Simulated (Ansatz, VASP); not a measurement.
**One calculation of Cu, two programs**

```
CELL_PARAMETERS angstrom
0.00000 1.77060 1.77060
1.77060 0.00000 1.77060
1.77060 1.77060 0.00000
ATOMIC_POSITIONS crystal
Cu 0.00000 0.00000 0.00000
```

Change from the starting cell: volume scaled by 0.94.

Alike in both runs: task single point; functional PBE; k mesh 19 × 19 × 19; occupations fermi-dirac, width 0.08 eV; no spin polarisation.

```csv
,VASP,Ansatz
version,VASP 6.6.1,Ansatz 0.2.0
potentials or method,"VASP PAW PBE potentials, release 64 (Cu), cutoff 520 eV","all-electron LAPW, scalar-relativistic"
```

Ansatz gave:

* pressure (GPa): 12.5

Task: Estimate VASP's values.

Result: Pressure (GPa): 13.0.

Ansatz ran all-electron here, so the differences hold the error of VASP's frozen core and of both bases.
